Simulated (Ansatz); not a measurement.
# Tungsten, dhcp under r²SCAN: from relaxation to bulk modulus, part 2 of 2

Aim: take tungsten in the dhcp structure, relax it, solve it on a dense k-mesh, then scale the cell to 7 volumes from 88 to 112 % of the relaxed one and try a fit of the equation of state. Spin polarisation is left out. The k-meshes are 13×13×4 for the relaxation; 17×17×5 for the dense run; 15×15×4 for the volumes.

Ansatz 0.2.0; DFT, r2SCAN, plane waves (500 eV) with PAW, scalar-relativistic. Earlier steps stand in the parts before.

## Step 3: Single point on a dense mesh

input.yaml reads:

```yaml
crystal:
  lattice:
    - [2.7647689089, 0.0, 0.0]
    - [-1.3823844545, 2.3943601107, 0.0]
    - [0.0, 0.0, 9.8312906932]
  atoms:
    - { symbol: W, position: [1.0, 0.0, 1.0] }
    - { symbol: W, position: [0.0, 1.0, 0.5] }
    - { symbol: W, position: [0.3333333333, 0.6666666667, 0.25] }
    - { symbol: W, position: [0.6666666667, 0.3333333333, 0.75] }
hamiltonian:
  xc: r2scan
  pseudopotentials:
    kind: paw
    azcp:
      W: "pseudopotentials/W.paw.azcp"
basis:
  ecutwfc: 500
  fft_grid_basis: typed
kpoints:
  mp_grid: { grid: [17, 17, 5], shift: [0, 0, 0] }
magnetization:
  spin_polarized: false
scf:
  occupations: { method: fermi_dirac, width: 0.1 }
output:
  write_density: true
  write_potential: true
  elf: true
  volumetric_format: npy
```

The run is started by

```console
$ ansatz run input.yaml --threads 1 --pin off --max-ram 3584MiB --backend cpu --events-out ev --progress --plain --runs-dir out
```

Standard output:

```text
Engine: ansatz 0.2.0, x86_64-unknown-linux-gnu
Pseudopotentials: kind: paw
Pseudopotential: W, paw, valence charge 14, recommended cutoff 500 eV (meta_gga), <dir>
Functional definition: r2SCAN
  parameter k0 = 0.174
  parameter k1 = 0.065
  parameter a1 = 4.9479
  exchange = r2scan_x(k0 = k0, k1 = k1, a1 = a1)
  correlation = r2scan_c
Crystal: 4 atoms, lattice volume = 65.082 Å³
Basis set: ecut = 500 eV, 1619 PW (Γ), exchange–correlation on 96×96×288 points (64 copies of the dense FFT grid, shifted against one another)
Bands: 34, of which v1, the nominal top of the filled ones, is band 28 counted from 1 (27 counted from 0)
Symmetry: 24 space group operations
Space group: P63/mmc (ITA 194), of the structure as read, at distance tolerance 4.0e-5 Å
k-points: 99 of 1445
Non-local potential: W, projectors of the file, l = 0: 3, l = 1: 2, l = 2: 2, l = 3: 1
PAW form: soft (Blöchl's): semilocal exchange-correlation on the pseudo side does not see the compensation charge
PAW frozen core: W, regenerated for the run's functional (the file was generated under x = pbe(κ = 0.804, μ = 0.2195149727645171), c = pbe(β = 0.06672455060314922))
PAW one-centre angular grid: W, 590 points (default); XC on 160 Gauss nodes
Initial density: superposition of atomic densities (neutral atoms: chi_scale 0, normalization atom), corrected by the library's trained network
Initial wavefunctions: pseudopotential atomic-orbital guess
Functional: x = r2scan, c = r2scan; τ floored in thin density (d = 2e-4 eV/Å³)
SCF iter   1: F=—  HF=-41586.992674 eV  |F-HF|=—  |Δ(HF+E_count)|=         —  Δρ=9.23e-3  dr2=3.88e-2  dr2_τ=1.82e-1  ethr=1.77e-3  ⟨swp⟩=4.9  Hψ=13315  notcnv=0
preconditioner: auto → Kerker (q_TF=auto, 2.661 Å⁻¹)  [metal: Δε(μ)=0.012 eV  Ē_g=5.029 eV  σ=0.100 eV  W_gap=0.03  n_scr=14 (ndim 8)  ℏωp=22.5 eV  f_vac=0.000  D(μ)=3.60/eV (n_scr^D=38)]
SCF iter   2: F=—  HF=-41587.047831 eV  |F-HF|=—  |Δ(HF+E_count)|=   5.52e-2  Δρ=5.85e-3  dr2=1.29e-2  dr2_τ=9.38e-4  ethr=6.93e-5  ⟨swp⟩=2.2  Hψ=5236  notcnv=0
SCF iter   3: F=—  HF=-41587.049509 eV  |F-HF|=—  |Δ(HF+E_count)|=   1.68e-3  Δρ=1.41e-3  dr2=2.21e-3  dr2_τ=5.23e-4  ethr=2.31e-5  ⟨swp⟩=2.0  Hψ=4562  notcnv=0
SCF iter   4: F=—  HF=-41587.049410 eV  |F-HF|=—  |Δ(HF+E_count)|=   9.90e-5  Δρ=4.07e-4  dr2=8.06e-5  dr2_τ=8.78e-6  ethr=3.95e-6  ⟨swp⟩=2.0  Hψ=4323  notcnv=0
SCF iter   5: F=—  HF=-41587.049416 eV  |F-HF|=—  |Δ(HF+E_count)|=   6.25e-6  Δρ=9.87e-5  dr2=5.41e-6  dr2_τ=8.44e-7  ethr=1.44e-7  ⟨swp⟩=2.3  Hψ=4433  notcnv=0
SCF iter   6: F=—  HF=-41587.049417 eV  |F-HF|=—  |Δ(HF+E_count)|=   4.83e-7  Δρ=1.89e-5  dr2=1.49e-7  dr2_τ=1.68e-8  ethr=9.66e-9  ⟨swp⟩=2.5  Hψ=5300  notcnv=0
SCF iter   7: F=-41587.049417 eV  HF=-41587.049417 eV  |F-HF|=1.52e-9  |Δ(HF+E_count)|=   8.92e-8  Δρ=4.03e-6  dr2=7.82e-9  dr2_τ=1.42e-9  ethr=1.79e-10  ⟨swp⟩=3.1  Hψ=7773  notcnv=0
SCF 1 converged in 7 iterations: F = -41587.049417 eV  dr2 = 7.82e-9
SCF converged after 7 iterations
Free energy (F): -41587.049417 eV
Harris-Foulkes:  -41587.049417 eV  (|F-HF|=1.52e-9)
Internal energy: -41586.932058 eV  (E = F + TS)
E sigma→0 (E₀):  -41586.990738 eV
Entropy (-TS):   -0.117359 eV (-29.340 meV/atom)
Fermi energy:    21.482777 eV
--- Per-component energies (eV) ---
  E_band       = -414.308034
  E_kinetic    = 1801.243860
  E_local      = -2490.582672  (includes V_loc(G=0)·N_el)
  E_nonlocal   = 6.130040
  E_hartree    = 892.893469
  E_xc         = -994.756684
  E_vxc        = -1037.967049  (∫ρ·V_xc dr)
  E_paw        = -34372.718202  (= ΣΔE_a)
  E_vpaw       = -532.731779  (= ΣTr[D̂ρ^β])
  E_aug_tail   = -0.000199  (compensation charges beyond the density's cutoff)
  E_vtau       = 53.813507  (kinetic-family band-sum trace: ∫τ·v_τ [+ j·A + Jᵃ·Aᵃ] dr)
  E_ewald      = -6426.789877
  E_core_change = -2.351795  (= ΣΔE_core)
  E_smearing   = -0.117359  (= −TS)
  E_closure    = 0.000000  (closes the sum)
  Σ components = -41587.049417   (vs F -41587.049417, Δ=0.00e0)
--- Band table (eV; the first three rows and the last of 99) ---
  k-point 0: bands = ["-54.1580", "-54.1285", "-54.0991", "-54.0693", "-18.3239", "-17.8477", "-17.8180", "-17.3109", "-17.1160", "-17.1160", "-17.0756", "-17.0756", "-17.0530", "-17.0530", "-17.0121", "-17.0121", "11.8513", "13.9041", "13.9138", "15.1968", "19.0895", "19.1154", "19.6405", "20.8942", "20.8942", "20.9778", "21.0370", "21.0370", "21.3024", "21.3024", "21.4790", "21.4790", "23.9401", "23.9401"]
  k-point 1: bands = ["-54.1561", "-54.1334", "-54.0942", "-54.0712", "-18.3006", "-17.9883", "-17.6744", "-17.3372", "-17.1136", "-17.1136", "-17.0836", "-17.0836", "-17.0449", "-17.0449", "-17.0145", "-17.0145", "11.9529", "13.2916", "14.4599", "15.1711", "19.1374", "19.2662", "19.5908", "20.7617", "20.9162", "20.9162", "21.0435", "21.0435", "21.2914", "21.2914", "21.4464", "21.4464", "24.0046", "24.0046"]
  k-point 2: bands = ["-54.1506", "-54.1424", "-54.0851", "-54.0768", "-18.2324", "-18.1252", "-17.5298", "-17.4131", "-17.1066", "-17.1066", "-17.0960", "-17.0960", "-17.0323", "-17.0323", "-17.0216", "-17.0216", "12.2490", "12.7119", "14.8538", "15.0744", "19.2844", "19.4574", "19.6707", "20.2400", "20.9726", "20.9726", "21.0300", "21.0300", "21.3015", "21.3015", "21.3696", "21.3696", "24.1753", "24.1753"]
  k-point 98: bands = ["-53.9979", "-53.9978", "-53.9680", "-53.9679", "-18.1141", "-18.1037", "-18.0453", "-18.0373", "-17.9235", "-17.9102", "-17.8616", "-17.8244", "-17.5613", "-17.5398", "-17.5116", "-17.4885", "17.4124", "17.4457", "17.9401", "18.0027", "18.4809", "18.5040", "18.6244", "18.7411", "19.8122", "19.9310", "19.9369", "20.0761", "21.8928", "22.0313", "23.0735", "23.2241", "25.2287", "25.5804"]
```

Run time: 29 s. Hardware: 1 thread of Intel Xeon Platinum 8259CL at 2.50GHz (Skylake/Cascade Lake), shared host; peak memory 0.75 GiB.

Density in a lattice plane of the grid's cell (edges 2.76 and 9.83 Å, at 0.000 of the third edge), which holds W.

Values in e/Å³, 12 rows by 6 columns:
```
1.75 0.91 0.34 0.28 0.34 0.91
0.32 0.32 0.34 0.38 0.34 0.32
0.36 0.44 1.00 1.76 1.00 0.44
0.32 0.32 0.34 0.38 0.34 0.32
1.75 0.91 0.34 0.28 0.34 0.91
3.52 4.89 1.14 0.40 1.14 4.89
1.75 0.91 0.34 0.28 0.34 0.91
0.32 0.32 0.34 0.38 0.34 0.32
0.36 0.44 1.00 1.76 1.00 0.44
0.32 0.32 0.34 0.38 0.34 0.32
1.75 0.91 0.34 0.28 0.34 0.91
3.52 4.89 1.14 0.40 1.14 4.89
```
Columns run along the first of these edges and rows up along the second, over one cell in 6 and 12 even steps from the bottom left corner. Atoms in the plane (fractional): W at (1.00, 0.00), W at (0.00, 0.50).

ELF in the same plane.

Ten even steps from ' ' (0.00) to '@' (0.67):
```
@@@@--++--@@
++--==**==--
##**==--==**
%%++--==--++
##==++%%++==
%%++--==--++
##**==--==**
++--==**==--
@@@@--++--@@
  @@++++++@@
@@@@--++--@@
++--==**==--
##**==--==**
%%++--==--++
##==++%%++==
%%++--==--++
##**==--==**
++--==**==--
@@@@--++--@@
  @@++++++@@
```
Columns run along the first of these edges and rows up along the second, over one cell in 6 and 20 even steps from the bottom left corner. Atoms in the plane (fractional): W at (1.00, 0.00), W at (0.00, 0.50).

Both are smooth fields of the valence electrons: close to the nuclei they are not physical.

The highest ELF values outside the cores: 0.60 between the atoms, 1.7 Å from W.

## Step 4: The cell scaled to 88 % of its volume

input.yaml, as its differences from that of step 3:

```diff
@@ -2,5 +2,5 @@
   lattice:
-    - [2.7647689089, 0.0, 0.0]
-    - [-1.3823844545, 2.3943601107, 0.0]
-    - [0.0, 0.0, 9.8312906932]
+    - [2.64943373, 0.0, 0.0]
+    - [-1.324716865, 2.2944769158, 0.0]
+    - [0.0, 0.0, 9.4211682896]
   atoms:
@@ -20,3 +20,3 @@
 kpoints:
-  mp_grid: { grid: [17, 17, 5], shift: [0, 0, 0] }
+  mp_grid: { grid: [15, 15, 4], shift: [0, 0, 0] }
 magnetization:
@@ -25,3 +25,5 @@
   occupations: { method: fermi_dirac, width: 0.1 }
+  lower_state_search: "off"
 output:
+  stress: true
   write_density: true
```

The run is started by

```console
$ ansatz run input.yaml --threads 1 --pin off --max-ram 3584MiB --backend cpu --events-out ev --progress --plain --runs-dir out
```

Standard output, cut to the lines that bear on the results:

```text
[...]
[... 3 set-up lines as earlier in the session ...]
[...]
Crystal: 4 atoms, lattice volume = 57.272 Å³
Basis set: ecut = 500 eV, 1451 PW (Γ), exchange–correlation on 80×80×288 points (64 copies of the dense FFT grid, shifted against one another)
[...]
SCF converged after 7 iterations
Free energy (F): -41585.973297 eV
[...]
E sigma→0 (E₀):  -41585.918490 eV
Entropy (-TS):   -0.109614 eV (-27.403 meV/atom)
Fermi energy:    24.836048 eV
[...]
--- Stress (GPa, compression-positive) ---
       52.675855       0.000000       0.000000
       -0.000000      52.675855       0.000000
        0.000000       0.000000      41.252197
  P = ⅓ Tr σ = 48.8680 GPa (488.680 kbar)
--- Band table (eV; the first three rows and the last of 81) ---
[...]
```

Wall time 28 s (1 thread of Intel Xeon Platinum 8259CL at 2.50GHz (Skylake/Cascade Lake), shared host); peak memory 0.71 GiB.

## Step 5: The cell scaled to 92 % of its volume

input.yaml, as its differences from that of step 4:

```diff
@@ -2,5 +2,5 @@
   lattice:
-    - [2.64943373, 0.0, 0.0]
-    - [-1.324716865, 2.2944769158, 0.0]
-    - [0.0, 0.0, 9.4211682896]
+    - [2.6889833479, 0.0, 0.0]
+    - [-1.344491674, 2.3287278896, 0.0]
+    - [0.0, 0.0, 9.5618034755]
   atoms:
```

The run is started by

```console
$ ansatz run input.yaml --threads 1 --pin off --max-ram 3584MiB --backend cpu --events-out ev --progress --plain --runs-dir out
```

Standard output, cut to the lines that bear on the results:

```text
[...]
[... 3 set-up lines as earlier in the session ...]
[...]
Crystal: 4 atoms, lattice volume = 59.875 Å³
Basis set: ecut = 500 eV, 1499 PW (Γ), exchange–correlation on 80×80×288 points (64 copies of the dense FFT grid, shifted against one another)
[...]
SCF converged after 7 iterations
Free energy (F): -41586.602889 eV
[...]
E sigma→0 (E₀):  -41586.546980 eV
Entropy (-TS):   -0.111818 eV (-27.954 meV/atom)
Fermi energy:    23.626784 eV
[...]
--- Stress (GPa, compression-positive) ---
       31.692199       0.000000       0.000000
       -0.000000      31.692199       0.000000
        0.000000       0.000000      24.437362
  P = ⅓ Tr σ = 29.2739 GPa (292.739 kbar)
--- Band table (eV; the first three rows and the last of 81) ---
[...]
```

Run time: 28 s. Hardware: 1 thread of Intel Xeon Platinum 8259CL at 2.50GHz (Skylake/Cascade Lake), shared host; peak memory 0.72 GiB.

## Step 6: The cell scaled to 96 % of its volume

input.yaml, as its differences from that of step 5:

```diff
@@ -2,5 +2,5 @@
   lattice:
-    - [2.6889833479, 0.0, 0.0]
-    - [-1.344491674, 2.3287278896, 0.0]
-    - [0.0, 0.0, 9.5618034755]
+    - [2.7274025863, 0.0, 0.0]
+    - [-1.3637012932, 2.3619999261, 0.0]
+    - [0.0, 0.0, 9.6984191255]
   atoms:
@@ -28,5 +28 @@
   stress: true
-  write_density: true
-  write_potential: true
-  elf: true
-  volumetric_format: npy
```

The run is started by

```console
$ ansatz run input.yaml --threads 1 --pin off --max-ram 3584MiB --backend cpu --events-out ev --progress --plain --runs-dir out
```

Standard output, cut to the lines that bear on the results:

```text
[...]
[... 3 set-up lines as earlier in the session ...]
[...]
Crystal: 4 atoms, lattice volume = 62.478 Å³
Basis set: ecut = 500 eV, 1535 PW (Γ), exchange–correlation on 80×80×288 points (64 copies of the dense FFT grid, shifted against one another)
[...]
SCF converged after 7 iterations
Free energy (F): -41586.943614 eV
[...]
E sigma→0 (E₀):  -41586.886592 eV
Entropy (-TS):   -0.114044 eV (-28.511 meV/atom)
Fermi energy:    22.516131 eV
[...]
--- Stress (GPa, compression-positive) ---
       14.468852      -0.000000       0.000000
       -0.000000      14.468852      -0.000000
        0.000000      -0.000000      10.656050
  P = ⅓ Tr σ = 13.1979 GPa (131.979 kbar)
```

It took 21 s on 1 thread of Intel Xeon Platinum 8259CL at 2.50GHz (Skylake/Cascade Lake), shared host; peak memory 0.73 GiB.

## Step 7: The cell scaled to 100 % of its volume

input.yaml, as its differences from that of step 6:

```diff
@@ -2,5 +2,5 @@
   lattice:
-    - [2.7274025863, 0.0, 0.0]
-    - [-1.3637012932, 2.3619999261, 0.0]
-    - [0.0, 0.0, 9.6984191255]
+    - [2.7647689089, 0.0, 0.0]
+    - [-1.3823844545, 2.3943601107, 0.0]
+    - [0.0, 0.0, 9.8312906932]
   atoms:
```

The run is started by

```console
$ ansatz run input.yaml --threads 1 --pin off --max-ram 3584MiB --backend cpu --events-out ev --progress --plain --runs-dir out
```

Standard output, cut to the lines that bear on the results:

```text
[...]
[... 3 set-up lines as earlier in the session ...]
[...]
Crystal: 4 atoms, lattice volume = 65.082 Å³
Basis set: ecut = 500 eV, 1619 PW (Γ), exchange–correlation on 96×96×288 points (64 copies of the dense FFT grid, shifted against one another)
[...]
SCF converged after 7 iterations
Free energy (F): -41587.047457 eV
[...]
E sigma→0 (E₀):  -41586.988900 eV
Entropy (-TS):   -0.117114 eV (-29.279 meV/atom)
Fermi energy:    21.490806 eV
[...]
--- Stress (GPa, compression-positive) ---
        0.337722       0.000000      -0.000000
        0.000000       0.337722       0.000000
       -0.000000       0.000000      -0.609774
  P = ⅓ Tr σ = 0.0219 GPa (0.219 kbar)
```

Wall time 29 s (1 thread of Intel Xeon Platinum 8259CL at 2.50GHz (Skylake/Cascade Lake), shared host); peak memory 0.8 GiB.

## Step 8: The cell scaled to 104 % of its volume

input.yaml, as its differences from that of step 7:

```diff
@@ -2,5 +2,5 @@
   lattice:
-    - [2.7647689089, 0.0, 0.0]
-    - [-1.3823844545, 2.3943601107, 0.0]
-    - [0.0, 0.0, 9.8312906932]
+    - [2.8011516194, 0.0, 0.0]
+    - [-1.4005758097, 2.4258684623, 0.0]
+    - [0.0, 0.0, 9.9606646175]
   atoms:
```

The run is started by

```console
$ ansatz run input.yaml --threads 1 --pin off --max-ram 3584MiB --backend cpu --events-out ev --progress --plain --runs-dir out
```

Standard output, cut to the lines that bear on the results:

```text
[...]
[... 3 set-up lines as earlier in the session ...]
[...]
Crystal: 4 atoms, lattice volume = 67.685 Å³
Basis set: ecut = 500 eV, 1717 PW (Γ), exchange–correlation on 96×96×300 points (64 copies of the dense FFT grid, shifted against one another)
[...]
SCF converged after 7 iterations
Free energy (F): -41586.957300 eV
[...]
E sigma→0 (E₀):  -41586.896811 eV
Entropy (-TS):   -0.120977 eV (-30.244 meV/atom)
Fermi energy:    20.540090 eV
[...]
--- Stress (GPa, compression-positive) ---
      -11.236095      -0.000000       0.000000
        0.000000     -11.236095       0.000000
        0.000000       0.000000      -9.800770
  P = ⅓ Tr σ = -10.7577 GPa (-107.577 kbar)
```

Run time: 22 s. Hardware: 1 thread of Intel Xeon Platinum 8259CL at 2.50GHz (Skylake/Cascade Lake), shared host; peak memory 0.81 GiB.

## Step 9: The cell scaled to 108 % of its volume

input.yaml, as its differences from that of step 8:

```diff
@@ -2,5 +2,5 @@
   lattice:
-    - [2.8011516194, 0.0, 0.0]
-    - [-1.4005758097, 2.4258684623, 0.0]
-    - [0.0, 0.0, 9.9606646175]
+    - [2.8366129994, 0.0, 0.0]
+    - [-1.4183064997, 2.4565789182, 0.0]
+    - [0.0, 0.0, 10.0867623661]
   atoms:
@@ -28 +28,5 @@
   stress: true
+  write_density: true
+  write_potential: true
+  elf: true
+  volumetric_format: npy
```

The run is started by

```console
$ ansatz run input.yaml --threads 1 --pin off --max-ram 3584MiB --backend cpu --events-out ev --progress --plain --runs-dir out
```

Standard output, cut to the lines that bear on the results:

```text
[...]
[... 3 set-up lines as earlier in the session ...]
[...]
Crystal: 4 atoms, lattice volume = 70.288 Å³
Basis set: ecut = 500 eV, 1753 PW (Γ), exchange–correlation on 96×96×300 points (64 copies of the dense FFT grid, shifted against one another)
[...]
SCF converged after 7 iterations
Free energy (F): -41586.708588 eV
[...]
E sigma→0 (E₀):  -41586.645931 eV
Entropy (-TS):   -0.125314 eV (-31.328 meV/atom)
Fermi energy:    19.655595 eV
[...]
--- Stress (GPa, compression-positive) ---
      -20.692714      -0.000000       0.000000
        0.000000     -20.692714       0.000000
        0.000000       0.000000     -17.283116
  P = ⅓ Tr σ = -19.5562 GPa (-195.562 kbar)
--- Band table (eV; the first three rows and the last of 81) ---
[...]
```

It took 30 s on 1 thread of Intel Xeon Platinum 8259CL at 2.50GHz (Skylake/Cascade Lake), shared host; peak memory 0.8 GiB.

## Step 10: The cell scaled to 112 % of its volume

input.yaml, as its differences from that of step 9:

```diff
@@ -2,5 +2,5 @@
   lattice:
-    - [2.8366129994, 0.0, 0.0]
-    - [-1.4183064997, 2.4565789182, 0.0]
-    - [0.0, 0.0, 10.0867623661]
+    - [2.8712092505, 0.0, 0.0]
+    - [-1.4356046253, 2.4865401505, 0.0]
+    - [0.0, 0.0, 10.2097837876]
   atoms:
```

The run is started by

```console
$ ansatz run input.yaml --threads 1 --pin off --max-ram 3584MiB --backend cpu --events-out ev --progress --plain --runs-dir out
```

Standard output, cut to the lines that bear on the results:

```text
[...]
[... 3 set-up lines as earlier in the session ...]
[...]
Crystal: 4 atoms, lattice volume = 72.891 Å³
Basis set: ecut = 500 eV, 1861 PW (Γ), exchange–correlation on 96×96×300 points (64 copies of the dense FFT grid, shifted against one another)
[...]
SCF converged after 7 iterations
Free energy (F): -41586.330662 eV
[...]
E sigma→0 (E₀):  -41586.265724 eV
Entropy (-TS):   -0.129875 eV (-32.469 meV/atom)
Fermi energy:    18.830545 eV
[...]
--- Stress (GPa, compression-positive) ---
      -28.394228      -0.000000       0.000000
       -0.000000     -28.394228       0.000000
        0.000000       0.000000     -23.355876
  P = ⅓ Tr σ = -26.7148 GPa (-267.148 kbar)
--- Band table (eV; the first three rows and the last of 81) ---
[...]
```

Wall time 33 s (1 thread of Intel Xeon Platinum 8259CL at 2.50GHz (Skylake/Cascade Lake), shared host); peak memory 0.81 GiB.

## Step 11: Energy and pressure against volume

All volumes keep the relaxed shape and fractional coordinates.

```
V (Å³/atom)  E − E₀ (meV/atom)  P from the stress (GPa)  P from the fit (GPa)
     14.318              267.5                    48.87                 48.94
     14.969              110.4                    29.27                 29.18
     15.620               25.5                    13.20                 13.08
     16.270               -0.1                     0.02                 -0.07
     16.921               22.9                   -10.76                -10.85
     17.572               85.6                   -19.56                -19.69
     18.223              180.7                   -26.71                -26.95
```

A third-order Birch-Murnaghan fit gives V₀ = 16.266 Å³/atom, B₀ = 297 GPa and B₀′ = 4.0; it misses no point by more than 0.12 meV/atom.

Fit and stress differ a little: one follows E(σ → 0), the other the smeared free energy.

## Step 12: Summary of results

What follows sums up all 2 parts.

| quantity | value |
| --- | --- |
| space group (spins left aside) | P6_3/mmc (No. 194) |
| conventional cell | a = 2.765 Å, c = 9.831 Å (c/a = 3.556) |
| volume | 16.270 Å³/atom |
| shortest distance | 2.765 Å |
| gap on the mesh | none (levels filled in part) |
| relative to bcc | +554 meV/atom |
| highest ELF outside the cores | 0.60, 1.74 Å from the nearest atom |
| V₀, B₀, B₀′ | 16.266 Å³/atom, 297 GPa, 4.0 |

What this shows: From the guessed start the volume grew by 2.7 % in 9 steps. Against the reference form of tungsten (bcc, computed apart with the same settings) it stands 554 meV/atom higher, so it is far from stable. No gap shows: it is a metal or semimetal at this level. The fitted modulus is 297 GPa, among the stiffest elements; letting shape and positions relax at each volume could only lower it. Relaxation kept the symmetry; phonons were not checked.
